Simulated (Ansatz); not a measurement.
## Pb under changes of volume

One of the cells (30.323 Å³/atom); the others are scaled copies at fixed shape and fractional positions:

```
Pb
1.0
     0.00000    2.47502    2.47502
     2.47502    0.00000    2.47502
     2.47502    2.47502    0.00000
Pb
1
Direct
  0.00000 0.00000 0.00000
```

- Program: Ansatz 0.2.0
- Functional: PBE
- Dispersion: D3(BJ)
- Potentials or basis: Ansatz PAW
- Cutoff: 420 eV (not typed: the program's choice for these potentials)
- k mesh: 9 × 9 × 9
- Occupations: fermi-dirac, width 0.05 eV
- Spin: no spin polarisation

```csv
volume (Å³/atom),energy over the lowest point (meV/atom),pressure (GPa)
28.503,19.01,3.5
29.110,8.24,2.2
29.716,2.06,1.1
30.323,0.00,0.1
30.929,?,?
31.535,6.19,-1.6
32.142,13.53,-2.3
```

What does the run at 30.929 Å³/atom give?

Energy over the lowest point 1.55 meV/atom; pressure -0.8 GPa.

Worked out: A Birch-Murnaghan fit of order 3 (a polynomial in V^(-2/3)) to the other rows has its minimum at 30.36 Å³/atom with B0 = V·E''(V) = 47 GPa and B' = 5.7. It gives 1.53 meV/atom at 30.929 Å³/atom, against the run's 1.55, and -dE/dV = -0.8 GPa, against -0.8.

Energies are extrapolated to zero smearing.

Caveats: pairwise dispersion overbinds metals, which lowers pressure and volume.
